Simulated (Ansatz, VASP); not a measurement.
**CuI (Marshite): VASP beside Ansatz**

Wanted: the spread between two codes on one cell, functional and k mesh.

Method: plane waves, with VASP 6.6.1 beside it; band structure at BLYP, dielectric response at PBE and band structure at PBE, spin-orbit coupling, in Ansatz 0.2.0.

The database entry behind the starting cell differs from later determinations by our own check (about 0.15 % long (mineral sample)), so it need not match the best structure at ambient conditions.

### 1. The structure

It takes space group F-43m (No. 216, cubic). The conventional cell has a = 6.063 Å, b = 6.063 Å, c = 6.063 Å, α = 90.00°, β = 90.00°, γ = 90.00°. Nearest to Cu lie 4 I at 2.63 Å. Nearest to I lie 4 Cu at 2.63 Å. Farther neighbours and most contacts between anions are not listed.

Structure file:

```xyz
2
Lattice="0.0000 3.0315 3.0315 3.0315 0.0000 3.0315 3.0315 3.0315 0.0000" Properties=species:S:1:pos:R:3 pbc="T T T"
Cu    1.5157    1.5157    1.5157
I     0.0000    0.0000    0.0000
```

### 2. VASP: band structure, BLYP

Levels along a path test the potential and the projectors away from the mesh points.

Lines of VASP's logs that name or quote its potential files are left out, and so is its time.

INCAR

```
SYSTEM = CuI
PREC = Accurate
ENCUT = 400
EDIFF = 1E-06
NELM = 100
ISMEAR = 0
SIGMA = 0.02
LREAL = .FALSE.
ALGO = Normal
GGA = B5
ALDAX = 1
AGGAX = 1
AGGAC = 1
ALDAC = 0
NBANDS = 21
LORBIT = 11
LWAVE = .FALSE.
LCHARG = .FALSE.
KPAR = 4
```

POSCAR

```
CuI
1.0
    0.0000000000      3.0315000000      3.0315000000
    3.0315000000      0.0000000000      3.0315000000
    3.0315000000      3.0315000000      0.0000000000
Cu I
1 1
Direct
    0.2500000000      0.2500000000      0.2500000000
    0.0000000000      0.0000000000      0.0000000000
```

KPOINTS

```
Automatic mesh
0
Gamma
4 4 4
0 0 0
```

KPOINTS_OPT

```
Line mode
16
Line-mode
Reciprocal
  0.00000000   0.00000000   0.00000000 GAMMA
  0.50000000   0.00000000   0.50000000 X

  0.50000000   0.00000000   0.50000000 X
  0.50000000   0.25000000   0.75000000 W

  0.50000000   0.25000000   0.75000000 W
  0.37500000   0.37500000   0.75000000 K

  0.37500000   0.37500000   0.75000000 K
  0.00000000   0.00000000   0.00000000 GAMMA

  0.00000000   0.00000000   0.00000000 GAMMA
  0.50000000   0.50000000   0.50000000 L

  0.50000000   0.50000000   0.50000000 L
  0.62500000   0.25000000   0.62500000 U

  0.62500000   0.25000000   0.62500000 U
  0.50000000   0.25000000   0.75000000 W

  0.50000000   0.25000000   0.75000000 W
  0.50000000   0.50000000   0.50000000 L

  0.50000000   0.50000000   0.50000000 L
  0.37500000   0.37500000   0.75000000 K

  0.62500000   0.25000000   0.62500000 U
  0.50000000   0.00000000   0.50000000 X
```

The projector-augmented-wave data sets are Cu and I (PBE family, release 64).

Run with:

```bash
> mpirun -np 4 vasp_std
```

Numbers of over 12 decimals in the logs are rounded to 6 here.

Log:

```text
[banner, memory and clock lines left out]
running    4 mpi-ranks, on    1 nodes
 distrk:  each k-point on    1 cores,    4 groups
 distr:  one band on    1 cores,    1 groups

 POSCAR found type information on POSCAR CuI
 POSCAR found :  2 types and       2 ions
|                                                                             |
|               ----> ADVICE to this user running VASP <----                  |
|                                                                             |
|     You enforced a specific xc type in the INCAR file but a different       |
|     [... a line on the potential file left out ...]
|     I HOPE YOU KNOW WHAT YOU ARE DOING!                                     |
|                                                                             |

 LDA part: xc-table for (Slater(with rela. corr.)+VWN5), standard interpolation
 POSCAR, INCAR and KPOINTS ok, starting setup
 FFT: planning ... GRIDC
 FFT: planning ... GRID_SOFT
 FFT: planning ... GRID
 WAVECAR not read
 entering main loop
       N       E                     dE             d eps       ncg     rms          rms(c)
DAV:   1     0.970679786106E+02    0.97068E+02   -0.60111E+03   336   0.741E+02
DAV:   2     0.308872281702E+01   -0.93979E+02   -0.82934E+02   356   0.186E+02
DAV:   3    -0.456378897513E+01   -0.76525E+01   -0.75145E+01   404   0.573E+01
DAV:   4    -0.476606712778E+01   -0.20228E+00   -0.20202E+00   409   0.842E+00
DAV:   5    -0.477547521954E+01   -0.94081E-02   -0.94065E-02   489   0.208E+00    0.481E+00
DAV:   6    -0.468580536709E+01    0.89670E-01   -0.17644E+00   401   0.314E+01    0.315E+00
DAV:   7    -0.456790726143E+01    0.11790E+00   -0.42136E-01   406   0.180E+01    0.157E+00
DAV:   8    -0.456634722059E+01    0.15600E-02   -0.20641E-02   528   0.130E+00    0.286E-01
DAV:   9    -0.456512385007E+01    0.12234E-02   -0.41844E-03   430   0.161E+00    0.803E-02
DAV:  10    -0.456522132560E+01   -0.97476E-04   -0.28562E-04   414   0.102E-01    0.162E-02
DAV:  11    -0.456522298157E+01   -0.16560E-05   -0.16418E-05   481   0.748E-02    0.638E-03
DAV:  12    -0.456522319801E+01   -0.21645E-06   -0.37171E-06   422   0.322E-02
   1 F= -.45652232E+01 E0= -.45652232E+01  d E =-.526699E-24
 Start KPOINTS_OPT (optional k-point list driver)
k-point batch [1-8\160]
       N       E                     dE             ncg
DAV:   1     0.108952349629E+04    0.16559E+03      341
DAV:   2     0.280409226106E+03   -0.80911E+03      356
DAV:   3     0.213414091536E+03   -0.66995E+02      381
DAV:   4     0.211454802469E+03   -0.19593E+01      409
DAV:   5     0.211366342187E+03   -0.88460E-01      491
DAV:   6     0.211363860893E+03   -0.24813E-02      454
DAV:   7     0.211363821505E+03   -0.39389E-04      499
DAV:   8     0.211363821305E+03   -0.19965E-06      294
[...]
k-point batch [153-160\160]
       N       E                     dE             ncg
DAV:   1     0.944280916586E+03   -0.35874E+04      341
DAV:   2     0.204381890704E+03   -0.73990E+03      361
DAV:   3     0.138429713621E+03   -0.65952E+02      448
DAV:   4     0.136860730280E+03   -0.15690E+01      409
DAV:   5     0.136787226944E+03   -0.73503E-01      507
DAV:   6     0.136785961818E+03   -0.12651E-02      415
DAV:   7     0.136785913365E+03   -0.48453E-04      513
DAV:   8     0.136785913184E+03   -0.18078E-06      345
```

Parts of OUTCAR (step 2):

```text
ion  position               nearest neighbor table
   1  0.250  0.250  0.250-   2 2.63   2 2.63   2 2.63   2 2.63
   2  0.000  0.000  0.000-   1 2.63   1 2.63   1 2.63   1 2.63

  LATTYP: Found a face centered cubic cell.
 ALAT       =     6.0630000000

 Subroutine GETGRP returns: Found 24 space group operations
 (whereof 24 operations were pure point group operations)

The static configuration has the point symmetry T_d .

 Found      8 irreducible k-points:

   k-points           NKPTS =      8   k-points in BZ     NKDIM =      8   number of bands    NBANDS=     21

   dimension x,y,z NGX =    28 NGY =   28 NGZ =   28
   dimension x,y,z NGXF=    56 NGYF=   56 NGZF=   56

   ENCUT  =  400.0 eV  29.40 Ry    5.42 a.u.   6.99  6.99  6.99*2*pi/ulx,y,z

   NELECT =      18.0000    total number of electrons

 k-points in reciprocal lattice and weights: Automatic mesh
   0.00000000  0.00000000  0.00000000       0.016
   0.25000000  0.00000000  0.00000000       0.125
   0.50000000  0.00000000  0.00000000       0.062
   0.25000000  0.25000000  0.00000000       0.094
   0.50000000  0.25000000  0.00000000       0.375
  -0.25000000  0.25000000  0.00000000       0.188
   0.50000000  0.50000000  0.00000000       0.047
  -0.25000000  0.50000000  0.25000000       0.094

 average (electrostatic) potential at core
       1 -65.5489       2 -92.0480

 E-fermi :   4.9403

 k-point     1 :       0.0000    0.0000    0.0000
  band No.  band energies     occupation
    ...
      5       2.9183      2.00000
      6       2.9183      2.00000
      7       4.8012      2.00000
      8       4.8012      2.00000
      9       4.8012      2.00000
     10       6.0122      0.00000
     11       9.7748      0.00000
     12       9.7748      0.00000
     13       9.7748      0.00000
     14      13.0995      0.00000
    ...

 k-point     2 :       0.2500    0.0000    0.0000
  band No.  band energies     occupation
    ...
      5       2.9098      2.00000
      6       2.9098      2.00000
      7       3.5062      2.00000
      8       4.4298      2.00000
      9       4.4298      2.00000
     10       7.1297      0.00000
     11      10.3216      0.00000
     12      10.3216      0.00000
     13      10.3995      0.00000
     14      13.6747      0.00000
    ...

 k-point     3 :       0.5000    0.0000    0.0000
  band No.  band energies     occupation
    ...
      5       2.9457      2.00000
      6       2.9457      2.00000
      7       2.9934      2.00000
      8       4.0904      2.00000
      9       4.0904      2.00000
     10       7.0146      0.00000
     11      10.3172      0.00000
     12      10.3172      0.00000
     13      12.4104      0.00000
     14      14.0403      0.00000
    ...

  Total        1.2747652      1.2747652      1.2747652     -0.0000000      0.0000000      0.0000000
  in kB       36.6554089     36.6554089     36.6554089     -0.0000000      0.0000000      0.0000000
  external PRESSURE =      36.6554089 kB  Pullay stress =       0.0000000 kB

  energy-cutoff  :      400.00
  volume of cell :       55.72
      direct lattice vectors                 reciprocal lattice vectors
     0.000000000  3.031500000  3.031500000    -0.164934851  0.164934851  0.164934851
     3.031500000  0.000000000  3.031500000     0.164934851 -0.164934851  0.164934851
     3.031500000  3.031500000  0.000000000     0.164934851  0.164934851 -0.164934851

 POSITION                                       TOTAL-FORCE (eV/Angst)
 -----------------------------------------------------------------------------------
      1.51575      1.51575      1.51575        -0.000000      0.000000      0.000000
      0.00000      0.00000      0.00000         0.000000     -0.000000     -0.000000
 -----------------------------------------------------------------------------------
    total drift:                               -0.000002     -0.000002     -0.000002

  FREE ENERGIE OF THE ION-ELECTRON SYSTEM (eV)
  ---------------------------------------------------
  free  energy   TOTEN  =        -4.5652231980 eV

  energy  without entropy=       -4.5652231980  energy(sigma->0) =       -4.56522320

 total charge
# of ion       s       p       d       tot
------------------------------------------
    1        0.331   0.264   9.359   9.954
    2        1.509   2.790   0.051   4.349
--------------------------------------------------
tot          1.840   3.054   9.409  14.303

[... 3 further parts left out ...]
```

At this level the cell is under a pressure of 3.7 GPa, so at these settings it is away from equilibrium.

### 3. Ansatz: band structure, BLYP

Ansatz runs on its default PAW (the set named soft_2) files.

The same cell, functional (in two slightly different forms), mesh and smearing now go to Ansatz, which takes its cutoff from its data sets.

input.yaml

```yaml
crystal:
  lattice:
    - [0.0, 3.0315, 3.0315]
    - [3.0315, 0.0, 3.0315]
    - [3.0315, 3.0315, 0.0]
  atoms:
    - { symbol: Cu, position: [0.25, 0.25, 0.25] }
    - { symbol: I, position: [0.0, 0.0, 0.0] }
hamiltonian:
  xc: blyp
  pseudopotentials: { kind: paw }
kpoints:
  mp_grid: { grid: [4, 4, 4] }
  band_path:
    path:
      - [0.0, 0.0, 0.0]
      - [0.16667, 0.0, 0.16667]
      - [0.33333, 0.0, 0.33333]
      - [0.5, 0.0, 0.5]
      - [0.5, 0.08333, 0.58333]
      - [0.5, 0.18333, 0.68333]
      - [0.5, 0.25, 0.75]
      - [0.45, 0.3, 0.75]
      - [0.40833, 0.34167, 0.75]
      - [0.35, 0.35, 0.7]
      - [0.225, 0.225, 0.45]
      - [0.075, 0.075, 0.15]
      - [0.03333, 0.03333, 0.03333]
      - [0.23333, 0.23333, 0.23333]
      - [0.4, 0.4, 0.4]
      - [0.51667, 0.46667, 0.51667]
      - [0.55833, 0.38333, 0.55833]
      - [0.60833, 0.28333, 0.60833]
      - [0.60833, 0.25, 0.64167]
      - [0.55833, 0.25, 0.69167]
      - [0.51667, 0.25, 0.73333]
      - [0.5, 0.3, 0.7]
      - [0.5, 0.38333, 0.61667]
      - [0.5, 0.48333, 0.51667]
      - [0.475, 0.475, 0.55]
      - [0.425, 0.425, 0.65]
      - [0.38333, 0.38333, 0.73333]
      - [0.59167, 0.18333, 0.59167]
      - [0.55, 0.1, 0.55]
      - [0.5, 0.0, 0.5]
    npoints: 1
scf:
  occupations: { method: gaussian, width: 0.02 }
  n_extra_bands: 7
output:
  forces: true
  stress: true
  eigenvalues: true
```

Run with:

```bash
> ansatz run input.yaml --threads 2 --pin off --max-ram 4608MiB --backend cpu --events-out ev --progress --plain --runs-dir out
```

Log:

```text
scf.n_extra_bands = 7 over 18 filled bands (N_el = 36.0): the run solves 25 bands
Engine: ansatz 0.2.0, aarch64-unknown-linux-gnu
Pseudopotentials: kind: paw
Pseudopotential: Cu, paw, valence charge 19, recommended cutoff 420 eV (normal), Cu.paw.azcp
Pseudopotential: I, paw, valence charge 17, recommended cutoff 420 eV (normal), I.paw.azcp
Functional definition: BLYP
  parameter beta = 0.0042
  parameter a = 0.04918
  parameter b = 0.132
  parameter c = 0.2533
  parameter d = 0.349
  exchange = b88_x(beta = beta)
  correlation = lyp_c(a = a, b = b, c = c, d = d)
Crystal: 2 atoms, lattice volume = 55.719 Å³
Basis set: ecut = 420 eV, 1067 PW (Γ), exchange–correlation on 60×60×60 points (8 copies of the dense FFT grid, shifted against one another)
Bands: 25, of which v1, the nominal top of the filled ones, is band 18 counted from 1 (17 counted from 0)
Symmetry: 24 space group operations
Space group: F-43m (ITA 216), of the structure as read, at distance tolerance 3.8e-5 Å
k-points: 8 of 64 (time reversal used)
Non-local potential: Cu, projectors of the file, l = 0: 3, l = 1: 2, l = 2: 3, l = 3: 1
Non-local potential: I, projectors of the file, l = 0: 2, l = 1: 2, l = 2: 2, l = 3: 2
PAW form: soft (Blöchl's): semilocal exchange-correlation on the pseudo side does not see the compensation charge
PAW frozen core: Cu, regenerated for the run's functional, and the local potential with it (the file was generated under x = pbe(κ = 0.804, μ = 0.219515), c = pbe(β = 0.066725))
PAW frozen core: I, regenerated for the run's functional, and the local potential with it (the file was generated under x = pbe(κ = 0.804, μ = 0.219515), c = pbe(β = 0.066725))
PAW one-centre angular grid: Cu, 590 points (default); XC on 64 Gauss nodes
PAW one-centre angular grid: I, 590 points (default); XC on 64 Gauss nodes
Initial density: superposition of atomic densities (neutral atoms: chi_scale 0, normalization atom), corrected by the library's trained network
Initial wavefunctions: pseudopotential atomic-orbital guess
Functional: x = b88, c = lyp
SCF iter   1: F=—  HF=-14165.264113 eV  |F-HF|=—  |Δ(HF+E_count)|=         —  Δρ=6.42e-3  dr2=2.05e-2  ethr=1.77e-3  ⟨swp⟩=6.5  Hψ=993  notcnv=0
preconditioner: auto → none  [insulator: Δε(μ)=1.233 eV  Ē_g=11.316 eV  σ=0.020 eV  W_gap=1.00  n_scr=14 (ndim 8)  ℏωp=21.1 eV  f_vac=0.179  D(μ)=0.00/eV (n_scr^D=0)  ε∞_Penn≈4.5]
SCF iter   2: F=—  HF=-14165.263790 eV  |F-HF|=—  |Δ(HF+E_count)|=   3.23e-4  Δρ=7.77e-3  dr2=1.84e-2  ethr=5.70e-5  ⟨swp⟩=2.6  Hψ=375  notcnv=0  defer=21
SCF iter   3: F=—  HF=-14165.259670 eV  |F-HF|=—  |Δ(HF+E_count)|=   4.12e-3  Δρ=2.86e-3  dr2=3.52e-3  ethr=5.11e-5  ⟨swp⟩=2.1  Hψ=342  notcnv=0  defer=21
SCF iter   4: F=—  HF=-14165.258926 eV  |F-HF|=—  |Δ(HF+E_count)|=   7.44e-4  Δρ=6.86e-4  dr2=2.05e-4  ethr=9.78e-6  ⟨swp⟩=2.0  Hψ=300  notcnv=0  defer=21
SCF iter   5: F=—  HF=-14165.258897 eV  |F-HF|=—  |Δ(HF+E_count)|=   2.97e-5  Δρ=1.07e-4  dr2=3.09e-6  ethr=5.70e-7  ⟨swp⟩=2.0  Hψ=226  notcnv=0  defer=21
SCF iter   6: F=—  HF=-14165.258902 eV  |F-HF|=—  |Δ(HF+E_count)|=   5.26e-6  Δρ=1.52e-5  dr2=5.41e-8  ethr=2.78e-10  ⟨swp⟩=8.5  Hψ=1150  notcnv=0
SCF iter   7: F=-14165.258902 eV  HF=-14165.258902 eV  |F-HF|=4.35e-9  |Δ(HF+E_count)|=   1.47e-8  Δρ=5.55e-6  dr2=7.60e-9  ethr=1.50e-10  ⟨swp⟩=2.9  Hψ=643  notcnv=0
SCF 1 converged in 7 iterations: F = -14165.258902 eV  dr2 = 7.60e-9
  greatest PAW one-centre occupation: 1.000 electrons in one spin orbital (limit 2), on the Cu atom at site 0 (counted from 0), in its partial waves of l = 0
NSCF: frozen V_eff on 30 k-points
SCF converged after 7 iterations
Free energy (F): -14165.258902 eV
Harris-Foulkes:  -14165.258902 eV  (|F-HF|=4.35e-9)
Internal energy: -14165.258902 eV  (E = F + TS)
E sigma→0 (E₀):  -14165.258902 eV
Fermi energy:    9.077482 eV
--- Per-component energies (eV) ---
  E_band       = -852.184398
  E_kinetic    = 491.449552
  E_local      = -7621.682493  (includes V_loc(G=0)·N_el)
  E_nonlocal   = 306.105322
  E_hartree    = 3548.719500
  E_xc         = -212.772994
  E_vxc        = -237.227157  (∫ρ·V_xc dr)
  E_paw        = -6522.951896  (= ΣΔE_a)
  E_vpaw       = -888.276394  (= ΣTr[D̂ρ^β])
  E_aug_tail   = 0.000326  (compensation charges beyond the density's cutoff)
  E_ewald      = -4154.131452
  E_core_change = 0.005234  (= ΣΔE_core)
  E_smearing   = -0.000000  (= −TS)
  E_closure    = -0.000000  (closes the sum)
  Σ components = -14165.258902   (vs F -14165.258902, Δ=0.00e0)
--- Forces (eV/Å), atoms counted from 1 ---
  atom   1  Cu    -0.00000000     0.00000000     0.00000000
  atom   2  I      0.00000000    -0.00000000    -0.00000000
  max |Σ_I F_I| component: 9.25e-18 eV/Å
--- Stress (GPa, compression-positive) ---
        3.759057       0.000000      -0.000000
        0.000000       3.759057       0.000000
       -0.000000       0.000000       3.759057
  P = ⅓ Tr σ = 3.7591 GPa (37.591 kbar)
--- Band table (eV; the first three rows and the last of 8) ---
  k-point 0: bands = [... 14 lower, 6.6305, 8.4981, 8.4981, 8.4981, 9.6565, 13.4888, 13.4888, 13.4888, ... 3 higher]
  k-point 1: bands = [... 14 lower, 6.6222, 7.2113, 8.1286, 8.1286, 10.7903, 14.0384, 14.0384, 14.0901, ... 3 higher]
  k-point 2: bands = [... 14 lower, 6.6585, 6.7025, 7.7902, 7.7902, 10.6839, 14.0391, 14.0391, 16.0887, ... 3 higher]
  k-point 7: bands = [... 14 lower, 6.6004, 6.7124, 6.8744, 7.2290, 12.9671, 13.3225, 14.6190, 15.0664, ... 3 higher]
```

It took 2 s on 2 threads of Arm Neoverse V1, shared host; peak memory 0.31 GiB.

In the SCF lines HF is the Harris–Foulkes energy and dr2 the Hartree energy of the density residual, in eV; the loop may stop once dr2 is under the threshold and the program's other checks hold. Hψ counts applications of the Hamiltonian.

### 4. Differences

Known differences besides the potentials themselves: the data sets hold 36 valence electrons in Ansatz (default PAW (the set named soft_2) files) and 18 in VASP; the cutoff is 420 eV in Ansatz and 400 eV in VASP; Ansatz makes its cores anew for this functional, VASP keeps those of its PBE data sets; VASP leaves aspherical gradient terms in its spheres out (LASPH is not set), Ansatz keeps them; VASP's log shows a relativistic correction to its local exchange, Ansatz's none. Total energies have different zeros and are not compared.

Both answers:

```csv
quantity,Ansatz,VASP,difference
pressure (GPa),3.76,3.67,+0.09
gap over the path points (eV),1.158,1.211,-0.053
```

Levels at points of the path, from each program's valence-band top (eV; 4 filled, then empty):

```csv
k (reciprocal lattice),Ansatz,VASP
0.000 0.000 0.000,-1.87 0.00 0.00 0.00 1.16 4.99 4.99,-1.88 0.00 0.00 0.00 1.21 4.97 4.97
0.167 0.000 0.167,-1.85 -0.77 -0.49 -0.49 2.63 4.04 5.93,-1.86 -0.77 -0.49 -0.49 2.67 4.03 5.91
0.333 0.000 0.333,-1.80 -1.41 -1.21 -1.21 3.03 3.40 7.70,-1.82 -1.41 -1.22 -1.22 3.03 3.41 7.70
0.500 0.000 0.500,-1.81 -1.78 -1.51 -1.51 2.88 2.96 9.27,-1.82 -1.80 -1.52 -1.52 2.88 2.96 9.30
0.500 0.083 0.583,-1.86 -1.79 -1.54 -1.42 3.19 3.23 8.51,-1.87 -1.80 -1.55 -1.43 3.19 3.24 8.50
0.500 0.183 0.683,-1.90 -1.79 -1.61 -1.29 4.09 4.23 6.90,-1.91 -1.80 -1.62 -1.31 4.10 4.22 6.90
0.500 0.250 0.750,-1.90 -1.79 -1.62 -1.27 4.47 4.82 6.12,-1.91 -1.80 -1.64 -1.28 4.49 4.82 6.13
0.450 0.300 0.750,-1.86 -1.76 -1.60 -1.26 3.94 4.74 6.59,-1.88 -1.77 -1.62 -1.27 3.95 4.74 6.58
0.408 0.342 0.750,-1.85 -1.73 -1.55 -1.26 3.36 4.71 7.35,-1.86 -1.74 -1.56 -1.27 3.37 4.72 7.33
0.350 0.350 0.700,-1.86 -1.67 -1.54 -1.16 3.29 5.11 7.50,-1.87 -1.69 -1.55 -1.16 3.30 5.11 7.47
```

Among the levels compared at these points, filled levels agree within 17 meV and empty ones within 53 meV. Ansatz's pressure holds a Pulay correction of 0.04 GPa; VASP's holds none.

(Continued in part 2 of 2.)

[Lines on the potential files, build, host, timing and source positions are cut from VASP's logs without a mark.]

[Logs are printed without paths, hosts, clocks, repeated set-up lines and the standing remarks that a program may print on its own settings, such as how far it seeks lower states.]

[Hosts, paths, dates, database ids (printed as entryN), source tags and the programs' standing remarks are cut or masked in the printed files.]
